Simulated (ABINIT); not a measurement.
# A GW chain in ABINIT: CdS (Hawleyite), part 3 of 3

How does a plane-wave GW calculation on CdS (Hawleyite) run from the first input to the gap?

ABINIT 10.8.3; PBE and many-body steps on it, plane waves. Known limits of the many-body steps: not at the basis limit; no spin-orbit coupling; coarse k mesh.

So far. Step 4 (Empty states on the mesh, 4×4×4 mesh, 293 bands): On this mesh the gap is 1.145 eV. Step 5 (Screening, 4×4×4 mesh, 285 bands, screening to 244.9 eV): Local fields lower ε∞ by 6 %. On a Γ-centred mesh this coarse the value itself is usually too large, while a short band sum pulls it down.

## (6) Self-energy, 4×4×4 mesh, 285 bands, screening to 244.9 eV

The self-energy is evaluated for the states that the input lists, and the levels follow from it, in one-shot runs by the linearised quasiparticle equation.

This step: G0W0 on PBE, plane waves, norm-conserving pseudopotentials.

Input file run.abi:

```
acell 3*1.0 Angstrom
rprim 
  -0.000000000000 2.916500000000 2.916500000000
  2.916500000000 -0.000000000000 2.916500000000
  2.916500000000 2.916500000000 -0.000000000000
ntypat 2
znucl 48 16
natom 2
typat 1 2
xred 
  0.000000000000 0.000000000000 0.000000000000
  0.250000000000 0.250000000000 0.250000000000
pp_dirpath "pseudos"
pseudos "Cd.upf, S.upf"
ecut 47
ngkpt 4 4 4
nshiftk 1
shiftk 0 0 0
kptopt 1
chksymbreak 0
istwfk *1
occopt 1
irdwfk 1
optdriver 4
nband 285
gwcalctyp 0
ecutsigx 47
symsigma 1
nkptgw 8
kptgw 
  0.0000000000 0.0000000000 0.0000000000
  0.2500000000 0.0000000000 0.0000000000
  0.5000000000 0.0000000000 0.0000000000
  0.2500000000 0.2500000000 0.0000000000
  0.5000000000 0.2500000000 0.0000000000
  -0.2500000000 0.2500000000 0.0000000000
  0.5000000000 0.5000000000 0.0000000000
  -0.2500000000 0.5000000000 0.2500000000
bdgw 
  6 23
  6 23
  6 23
  6 23
  6 23
  6 23
  6 23
  6 23
ecuteps 9
irdscr 1
ppmodel 1
indata_prefix "in"
outdata_prefix "out"
tmpdata_prefix "tmp"
```

Launch:

```
$ OMP_NUM_THREADS=1 mpirun -n 8 abinit run.abi > log
```

Numbers of over 12 decimals in the logs are rounded to 6 here.

Log:

```text
.Version 10.8.3 of ABINIT. v10.8.2 released Aug 2026.

 Symmetries : space group F-4 3 m (#216); Bravais cF (face-center cubic)
[... echo of the input left out ...]
== DATASET  1 ==================================================================
-   mpi_nproc: 8, omp_nthreads: 1 (-1 if OMP is not activated)

--- !DatasetInfo
iteration_state: {dtset: 1, }
dimensions: {natom: 2, nkpt: 8, mband: 285, nsppol: 1, nspinor: 1, nspden: 1, mpw: 5180, }
cutoff_energies: {ecut:  47.0, pawecutdg:  -1.0, }
electrons: {nelect:   2.60000000E+01, charge:   0.00000000E+00, occopt:   1.00000000E+00, tsmear:   1.00000000E-02, }

 SIGMA: Calculation of the GW corrections

 Based on a program developped by R.W. Godby, V. Olevano, G. Onida, and L. Reining.
 Incorporated in ABINIT by V. Olevano, G.-M. Rignanese, and M. Torrent.
.Using double precision arithmetic ; gwpc =  8

[... cell and pseudopotentials left out ...]
--------------------------------------------------------------------------------

 ==== K-mesh for the wavefunctions ====
 Number of points in the irreducible wedge :     8
[... list of points left out ...]
 Together with 24 symmetry operations and time-reversal symmetry
 yields    64 points in the full Brillouin Zone.

 ==== Q-mesh for screening function ====
 Number of points in the irreducible wedge :     8
[... list of points left out ...]
 Together with 24 symmetry operations and time-reversal symmetry
 yields    64 points in the full Brillouin Zone.

 vcoul_init : cutoff-mode = AUXILIARY_FUNCTION
 q-points for optical limit:   1
     1)      0.000010    0.000020    0.000030
 setmesh: FFT mesh size selected  =    50x   50x   50
          total number of points  =       125000

 Number of electrons calculated from density =   26.0000; Expected =   26.0000
 average of density, n =  0.077653
 r_s =    1.4541
 omega_plasma =   26.8804 [eV]

 === KS Band Gaps ===
  >>>> For spin  1
   Minimum direct gap =   1.1447 [eV], located at k-point      :   0.0000  0.0000  0.0000
   Fundamental gap    =   1.1447 [eV], Top of valence bands at :   0.0000  0.0000  0.0000
                                       Bottom of conduction at :   0.0000  0.0000  0.0000
 SIGMA fundamental parameters:
 PLASMON POLE MODEL  1
 number of plane-waves for SigmaX                 5065
 number of plane-waves for SigmaC and W            411
 number of plane-waves for wavefunctions          5065
 number of bands                                   285
 number of independent spin polarizations            1
 number of spinorial components                      1
 number of k-points in IBZ                           8
 number of q-points in IBZ                           8
 number of symmetry operations                      24
 number of k-points in BZ                           64
 number of q-points in BZ                           64
 number of frequencies for dSigma/dE                 9
 frequency step for dSigma/dE [eV]                0.25
 number of omega for Sigma on real axis              0
 max omega for Sigma on real axis  [eV]           0.00
 zcut for avoiding poles [eV]                     0.10

 EPSILON^-1 parameters (SCR file):
 dimension of the eps^-1 matrix on file            411
 dimension of the eps^-1 matrix used               411
 number of plane-waves for wavefunctions          5065
 number of bands                                   285
 number of q-points in IBZ                           8
 number of frequencies                               2
 number of real frequencies                          1
 number of imag frequencies                          1

 matrix elements of self-energy operator (all in [eV])

 Perturbative Calculation

--- !SelfEnergy_ee
iteration_state: {dtset: 1, }
kpoint     : [   0.000,    0.000,    0.000, ]
spin       : 1
KS_gap     :    1.145
QP_gap     :    2.151
Delta_QP_KS:    1.006
data: !SigmaeeData |
     Band     E0 <VxcDFT>   SigX SigC(E0)      Z dSigC/dE  Sig(E)    E-E0       E
        6  -3.357 -24.588 -32.394   5.976   0.738  -0.354 -25.940  -1.351  -4.708
        7  -3.357 -24.588 -32.394   5.976   0.738  -0.354 -25.940  -1.351  -4.708
        8  -3.357 -24.588 -32.394   5.976   0.738  -0.354 -25.940  -1.351  -4.708
        9  -2.878 -26.010 -33.822   5.978   0.751  -0.332 -27.386  -1.377  -4.255
       10  -2.878 -26.010 -33.822   5.978   0.751  -0.332 -27.386  -1.377  -4.255
       11   4.366 -15.389 -18.420   1.792   0.780  -0.282 -16.356  -0.967   3.399
       12   4.366 -15.389 -18.420   1.792   0.780  -0.282 -16.356  -0.967   3.399
       13   4.366 -15.389 -18.420   1.792   0.780  -0.282 -16.356  -0.967   3.399
       14   5.511 -10.636  -6.668  -3.919   0.812  -0.232 -10.597   0.039   5.550
       15  10.897 -10.642  -5.801  -4.478   0.809  -0.236 -10.349   0.293  11.191
[...]
--- !SelfEnergy_ee
iteration_state: {dtset: 1, }
kpoint     : [   0.250,    0.000,    0.000, ]
spin       : 1
KS_gap     :    3.176
QP_gap     :    4.272
Delta_QP_KS:    1.096
data: !SigmaeeData |
     Band     E0 <VxcDFT>   SigX SigC(E0)      Z dSigC/dE  Sig(E)    E-E0       E
[...]
--- !SelfEnergy_ee
iteration_state: {dtset: 1, }
kpoint     : [   0.500,    0.000,    0.000, ]
spin       : 1
KS_gap     :    3.764
QP_gap     :    4.983
Delta_QP_KS:    1.219
data: !SigmaeeData |
     Band     E0 <VxcDFT>   SigX SigC(E0)      Z dSigC/dE  Sig(E)    E-E0       E
[...]
--- !SelfEnergy_ee
iteration_state: {dtset: 1, }
kpoint     : [   0.250,    0.250,    0.000, ]
spin       : 1
KS_gap     :    4.613
QP_gap     :    5.669
Delta_QP_KS:    1.057
data: !SigmaeeData |
     Band     E0 <VxcDFT>   SigX SigC(E0)      Z dSigC/dE  Sig(E)    E-E0       E
[...]
--- !SelfEnergy_ee
iteration_state: {dtset: 1, }
kpoint     : [   0.500,    0.250,    0.000, ]
spin       : 1
KS_gap     :    5.560
QP_gap     :    6.778
Delta_QP_KS:    1.218
data: !SigmaeeData |
     Band     E0 <VxcDFT>   SigX SigC(E0)      Z dSigC/dE  Sig(E)    E-E0       E
[...]
--- !SelfEnergy_ee
iteration_state: {dtset: 1, }
kpoint     : [  -0.250,    0.250,    0.000, ]
spin       : 1
KS_gap     :    5.056
QP_gap     :    6.353
Delta_QP_KS:    1.297
data: !SigmaeeData |
     Band     E0 <VxcDFT>   SigX SigC(E0)      Z dSigC/dE  Sig(E)    E-E0       E
[...]
--- !SelfEnergy_ee
iteration_state: {dtset: 1, }
kpoint     : [   0.500,    0.500,    0.000, ]
spin       : 1
KS_gap     :    5.434
QP_gap     :    6.443
Delta_QP_KS:    1.010
data: !SigmaeeData |
     Band     E0 <VxcDFT>   SigX SigC(E0)      Z dSigC/dE  Sig(E)    E-E0       E
[...]
--- !SelfEnergy_ee
iteration_state: {dtset: 1, }
kpoint     : [  -0.250,    0.500,    0.250, ]
spin       : 1
KS_gap     :    7.608
QP_gap     :    9.156
Delta_QP_KS:    1.548
data: !SigmaeeData |
     Band     E0 <VxcDFT>   SigX SigC(E0)      Z dSigC/dE  Sig(E)    E-E0       E
[...]
19  17.457  -9.757  -4.114  -5.582   0.772  -0.296  -9.709   0.048  17.505
       20  17.472 -12.574  -6.056  -5.884   0.773  -0.293 -12.084   0.490  17.963
       21  17.664 -11.172  -4.750  -5.922   0.767  -0.304 -10.788   0.383  18.047
       22  20.101 -10.020  -3.597  -6.249   0.760  -0.316  -9.887   0.133  20.234
       23  22.142 -10.203  -3.714  -6.533   0.742  -0.347 -10.235  -0.033  22.110

 New Fermi energy :        1.644457E-01 Ha ,    4.474794E+00 eV

 === QP Band Gaps ===
  >>>> For spin  1
   Minimum direct gap =   2.1509 [eV], located at k-point      :   0.0000  0.0000  0.0000
   Fundamental gap    =   2.1509 [eV], Top of valence bands at :   0.0000  0.0000  0.0000
                                       Bottom of conduction at :   0.0000  0.0000  0.0000

== END DATASET(S) ==============================================================
================================================================================

 -outvars: echo values of variables after computation  --------
           etotal      0.0000000000E+00
            nband         285
             nkpt           8
          spgroup         216
 [... the other variables as echoed above ...]

 Calculation completed.
```

The job ended after 12 min (8 MPI ranks of Arm Neoverse V2, shared host; peak memory 4.2 GiB; 1.6 h of CPU time).

Numbers from this step:

- G0W0 gap on the mesh: 2.151 eV
- starting gap on the mesh: 1.145 eV
- k of the valence top: 0, 0, 0
- k of the conduction bottom: 0, 0, 0
- Z at the valence top: 0.78
- Z at the conduction bottom: 0.812
- least direct G0W0 gap on the computed points: 2.151 eV

The gap on the mesh goes from 1.14 eV to 2.15 eV, a correction of +1.01 eV.

Limits: finite bands, cutoff and mesh; no spin-orbit coupling; coarse k mesh. v1 is the top filled band, c1 the lowest empty one. Levels before and after the correction, in eV, zero at the valence-band top of each column:

|  | conduction bottom | valence top |
| --- | --- | --- |
| Kohn-Sham | 1.14 | 0.00 |
| G0W0 | 2.15 | 0.00 |

|  | level | energy (eV) |
| --- | --- | --- |
| Kohn-Sham | Γ v4 | -7.244 |
| Kohn-Sham | Γ v3-v1 | 0.000 |
| Kohn-Sham | Γ c1 | 1.145 |
| Kohn-Sham | Γ c2-c4 | 6.531 |
| G0W0 | Γ v4 | -7.654 |
| G0W0 | Γ v3-v1 | 0.000 |
| G0W0 | Γ c1 | 2.151 |
| G0W0 | Γ c2-c4 | 7.792 |

## (7) Where the time went

Times are wall times on 8 MPI ranks of Arm Neoverse V2, shared host, good to a factor of about two.

| step | time | share | memory (GiB) |
| --- | --- | --- | --- |
| ground state | 11 s | 1 % | 0.69 |
| bands along the symmetry lines | 15 s | 2 % | 0.62 |
| empty states on the mesh | 1.9 min | 12 % | 12 |
| screening | 1.8 min | 11 % | 3.3 |
| self-energy | 12 min | 74 % | 4.2 |

## (8) Outcome

```json
{
 "PBE gap": "1.14 eV, direct",
 "G0W0 gap on the mesh": "2.15 eV",
 "GW settings": "4×4×4 mesh, 285 bands, screening to 244.9 eV, Godby-Needs plasmon pole",
 "known limits": "not at the basis limit; no spin-orbit coupling; coarse k mesh"
}
```

What this shows: G0W0 moves the gap on the mesh from 1.14 eV to 2.15 eV (+1.01 eV), with Z of 0.78 and 0.81 at the edges. Local fields lower the RPA ε∞ on this mesh from 11.78 to 11.07; a Γ-centred mesh this coarse tends to raise both, most where the direct gap is narrow, while a short band sum lowers them. The dearest step here is «self-energy». Against experiment, by G0W0@PBE: the gap of 2.15 eV lies −0.27 eV from the measured 2.42 eV (optical, 1995). An exciton line or allowed optical edge lies below the quasiparticle gap by the binding energy; a forbidden edge can push the onset above it. The calculation has static nuclei and no excitons; a measured gap holds zero-point and thermal motion, which mostly lowers it. Bands and cutoff are finite, so the gap is not at the basis limit. The miss can reach some tenths of an eV and take either sign; the mesh is an error of its own. The 4×4×4 mesh is coarse for this cell, which bears on the long-range parts of exchange and screening. The many-body steps are scalar-relativistic: spin-orbit coupling is not in them.

[Paths, hosts, dates, memory and timing lines, banners, echoed tables and standing remarks are left out of the program output.]

[Logs are printed without paths, hosts, clocks, repeated set-up lines and the standing remarks that a program may print on its own settings, such as how far it seeks lower states.]

[Runs of the session that timed out or met a known fault of the program may be left out.]

[Hosts, paths, dates, database ids (printed as entryN), source tags and the programs' standing remarks are cut or masked in the printed files.]

[G0W0 gaps are taken among the corrected bands and points alone; a level outside them can change the order at an edge.]

[Where Ansatz stands beside ABINIT at settings called matched, ABINIT's density can come from a denser mesh and the files from another edition; pairs whose starting gaps differed by over 0.03 eV were left out, so agreement reads better than it is.]
